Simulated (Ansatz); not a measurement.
Input of an Ansatz 0.2.0 run:

The input input.yaml:

```yaml
crystal:
  lattice:
    - [0.0, 1.89785, 1.89785]
    - [1.89785, 0.0, 1.89785]
    - [1.89785, 1.89785, 0.0]
  atoms:
    - { symbol: Rh, position: [0.0, 0.0, 0.0] }
kpoints:
  mp_grid: { grid: [12, 12, 12] }
scf:
  occupations: { method: fermi_dirac, width: 0.05 }
hamiltonian:
  xc: pbesol
  pseudopotentials: { kind: all_electron, lapw: { basis_error: 0.001 } }
output:
  forces: true
  stress: true
  eigenvalues: true
```

Potentials or basis: all-electron LAPW, scalar-relativistic.

Command:

```sh
$ ansatz run input.yaml --threads 1 --pin off --max-ram 3072MiB --backend cpu --events-out ev --progress --plain --runs-dir out
```

(1) What does it give for the pressure?

(2) What does it give for the band gap on the k mesh?

## Answers

(1) -3.7 GPa.

(2) none (metal or under the smearing width).
